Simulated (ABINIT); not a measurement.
Wanted: the native input for an ABINIT 10.8.3 (patched build) run.

```
Task                : equation of state
Functional          : LDA
Potentials or basis : JTH PAW LDA v2.0
Cutoff              : 1116 eV
k mesh              : 8 × 8 × 8
Occupations         : fermi-dirac, width 0.05 eV
Spin                : collinear spin, ferromagnetic start
Starting moments    : [1.0, 0.0] μB
Fine-grid cutoff    : 1714.32 eV
```

The system is NiO.

```
Ni O
1.0
     0.00000    2.08590    2.08590
     2.08590    0.00000    2.08590
     2.08590    2.08590    0.00000
Ni O
1 1
Direct
  0.00000 0.00000 0.00000
  0.50000 0.50000 0.50000
```

One way to write it, as run:

run.abi

```
# Datasets: one volume each
ndtset 7
getwfk -1
scalecart1 3*0.9795861087
scalecart2 3*0.9864848297
scalecart3 3*0.9932883884
scalecart4 3*1.0000000000
scalecart5 3*1.0066227096
scalecart6 3*1.0131594038
scalecart7 3*1.0196128224

# Pseudopotentials
pp_dirpath "./"
pseudos "Ni.LDA_PW-JTH.xml, O.LDA_PW-JTH.xml"

# Structure
acell 3*1.0
rprim
     0.0000000000     3.9417828252     3.9417828252
     3.9417828252     0.0000000000     3.9417828252
     3.9417828252     3.9417828252     0.0000000000
ntypat 2
znucl 28 8
natom 2
typat 1 2
xred
     0.0000000000     0.0000000000     0.0000000000
     0.5000000000     0.5000000000     0.5000000000

# Plane-wave basis
ecut 41.0
pawecutdg 63.0

# k points
kptopt 1
ngkpt 8 8 8
nshiftk 1
shiftk 0.0 0.0 0.0

# Exchange and correlation
ixc 7

# Bands and occupations
nband 17
occopt 3
tsmear 0.05 eV

# Spin
nsppol 2
spinat
     0.0000000000     0.0000000000     1.0000000000
     0.0000000000     0.0000000000     0.0000000000

# SCF cycle
nstep 100
tolvrs 1.0e-9

# Output
iomode 3
prtwf 1
prtden 0
prteig 0
prtebands 0
```

Potentials or basis: JTH PAW LDA v2.0.

Launch:

```bash
$ abinit run.abi > log 2>&1
```

Results of the run:

```json
{"Equilibrium volume": "8.33 Å³/atom (rough: see the caveat)", "Bulk modulus": "264 GPa (rough)"}
```

Caveat: pressures at fixed basis lie under the slope of the energies; the minimum lies outside the volumes run.

Wall time 7.2 min on 1 thread of Arm Neoverse V1, with other jobs on the host, peak memory 0.18 GiB.
